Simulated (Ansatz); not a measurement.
**Spin–orbit splittings in AgBr**

```
Ag Br
1.0
     0.00000    2.88605    2.88605
     2.88605    0.00000    2.88605
     2.88605    2.88605    0.00000
Ag Br
1 1
Direct
  0.50000 0.50000 0.50000
  0.00000 0.00000 0.00000
```

Atoms are numbered in the order listed.

The cell is COD entry 9011682, as deposited and not checked against the literature; nothing was relaxed.

Methods: DFT, PBE, all-electron LAPW, scalar-relativistic (Ansatz 0.2.0); DFT, PBE, all-electron LAPW, Dirac equation with spin-orbit coupling (Ansatz 0.2.0).

The runs use a Γ-centred 7×7×7 k mesh, Fermi–Dirac smearing of 0.02 eV, basis error target 0.5 meV/atom, no spin polarisation.

Levels between -4 and 3 eV, each run counted from its own valence-band top. Scalar levels are listed once for both spins; with the coupling every spinor state is counted. Levels near the edges of the range can cross them.

(1) At Γ (0.000, 0.000, 0.000) the scalar-relativistic levels are -2.73 (×5), -1.88 (×3), 0.68. What are they with spin–orbit coupling?

(2) At L (0.500, 0.500, 0.500) the scalar-relativistic levels are -2.43 (×2), -2.10, 0.00 (×2). What are they with spin–orbit coupling?

(3) At W (0.500, 0.250, 0.750) the scalar-relativistic levels are -3.84 (×2), -2.33, -2.33, -2.23 (×2), -1.48. What are they with spin–orbit coupling?

(4) Without the coupling the gap is 0.68 eV, indirect from L (0.5, 0.5, 0.5) to Γ. And with it?

Results:

(1) -3.13 (×4), -2.60 (×6), -2.33 (×2), -1.78 (×4), 0.59 (×2).

(2) -2.60 (×2), -2.53 (×2), -2.08 (×2), -0.15 (×2), 0.00 (×2).

(3) -3.84 (×2), -2.72 (×2), -2.44 (×2), -2.19 (×2), -2.12 (×2), -1.54 (×2).

(4) 0.59 eV, indirect from L (0.5, 0.5, 0.5) to Γ.
